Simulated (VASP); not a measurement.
Runs of VASP 6.6.1 on HfC. The structure is cubic, space group Fm-3m (No. 225). The conventional cell has a = 4.650 Å, b = 4.650 Å, c = 4.650 Å, α = 90.00°, β = 90.00°, γ = 90.00°. Hf (site symmetry m-3m) is surrounded by 6 C at 2.33 Å. C (site symmetry m-3m) has 6 Hf at 2.33 Å as nearest neighbours. 

| level | gap on the mesh (eV) | pressure (GPa) | relaxed volume (Å³/atom) |
| --- | --- | --- | --- |
| PBE+rVV10 | none | 0.0 | 12.47 |
| PBEsol+D3(BJ) | none | 0.0 | 11.97 |
| PBE+D3(BJ) | none | -0.1 | (b) |
| PBEsol+D3 | none | 0.1 | 12.03 |
| PBE+D4 | none | 0.0 | 12.36 |
| PBE+TS | none | 0.0 | 12.03 |
| PBE+D3 | none | -0.1 | (a) |

Alike in all rows: task relaxation of cell and atoms; potentials or basis VASP PAW PBE potentials, release 64 (Hf_pv, C); no spin polarisation; cell relaxed; k mesh 10 × 10 × 10; cutoff (eV) 600; smearing fermi-dirac 0.05 eV.

Question: Estimate the missing entries.

Answer: (a) 12.33; (b) 12.29.

Caveats: pairwise dispersion overbinds metals, which lowers pressure and volume; the PAW data sets were made with another functional, which shifts forces and pressure a little (some runs); atom-pairwise D2, TS and ULG terms overbind metals (some runs).

A k mesh can miss the band edges, and the runs leave out spin-orbit coupling on Hf.

A gap of «none» marks a metal or a gap under the smearing width.
